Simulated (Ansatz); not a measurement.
SrCl2 built on the 3R-MoS2 prototype, relaxed with r2SCAN+rVV10, was run in Ansatz 0.2.0 under altered settings. All numbers are computed, without spin polarisation but where a row says otherwise.

```
CELL_PARAMETERS angstrom
2.08574 1.20420 6.13505
-2.08574 1.20420 6.13505
0.00000 -2.40841 6.13505
ATOMIC_POSITIONS crystal
Sr 0.00020 0.00020 0.00020
Cl 0.42277 0.42277 0.42277
Cl 0.24369 0.24369 0.24369
```

The base run's other keys:
```yaml
kpoints:
  mp_grid: { grid: [6, 6, 6] }
hamiltonian:
  xc: r2scan
scf:
  occupations: { method: fixed }
  n_extra_bands: 4
```

It takes 6 iterations with 2339 plane waves at 500 eV and 32 k points, and leaves a mean stress of +0.62 GPa. The gap over this mesh is 4.866 eV.

Outcomes, with energy and stress as changes against the base:
```tsv
setting	outcome	ΔF (meV/atom)	Δ mean stress (GPa)	gap on the mesh (eV)	iterations
basis.ecutwfc: 80	converged, warned	+18402	+8.59	4.162	8
scf.occupations: methfessel_paxton 0.2	converged	0.0	0.00	4.866	6
scf.mixing.preconditioner: none	converged	0.0	0.00	4.866	6
scf.mixing.ndim: 2	converged	0.0	0.00	4.866	6
scf.occupations: cold 0.5	converged	0.0	0.00	4.866	6
hamiltonian.dispersion: rvv10	converged	–	-0.62	4.751	6
scf.mixing.beta: 1.0	converged	0.0	0.00	4.866	6
kpoints.mp_grid.grid: [3, 3, 3]	converged	+1.3	+0.01	4.865	6
scf.mixing.ndim: 1	converged	0.0	0.00	4.866	16
scf.max_iter: 2	not converged	–	–	–	2
scf.occupations: fermi_dirac 0.001	converged	0.0	0.00	4.866	6
scf.occupations: fermi_dirac 0.05	converged	0.0	0.00	4.866	6
hamiltonian.xc: b3pw	refused	–	–	–	–
```
A dash marks a value that wasn't obtained or can't be compared. Stress is positive in compression.

- basis.ecutwfc: 80. 135 plane waves in place of 2339. The free energy moves by +18402 meV an atom, the mean stress by +8.59 GPa and the gap on the mesh by -0.704 eV (to 4.162). The basis is too small: these are errors of the cutoff. Warned: cutoff below recommended.
- hamiltonian.dispersion: rvv10. The mean stress moves by -0.62 GPa and the gap on the mesh by -0.115 eV (to 4.751).
- kpoints.mp_grid.grid: [3, 3, 3]. The free energy moves by +1.3 meV an atom, the mean stress by +0.01 GPa and the gap on the mesh by -0.001 eV (to 4.865). The mesh is too coarse.
- scf.max_iter: 2. The calculation stopped without meeting its thresholds. It stopped after 2 iterations; the base needs 6. Nothing that it printed is a property of the solid. Error: did not converge after 2 iterations: dr2 = 1.73e-3 (threshold 1.00e-7), under the density mixer `msr1`, which `scf.mixing.algorithm: auto` chose by the deck's other keys (type `scf.mixing.algorithm: msr1` to keep it) […]
- hamiltonian.xc: b3pw. The program doesn't start. Error: YAML parse error: line 13 column 7: hamiltonian.xc: unknown variant `b3pw`, expected one of […]

Within 1 meV an atom, 0.1 GPa and 0.005 eV of the base stay: scf.occupations: methfessel_paxton 0.2; scf.mixing.preconditioner: none; scf.mixing.ndim: 2; scf.occupations: cold 0.5; scf.mixing.beta: 1.0; scf.mixing.ndim: 1; scf.occupations: fermi_dirac 0.001; scf.occupations: fermi_dirac 0.05.
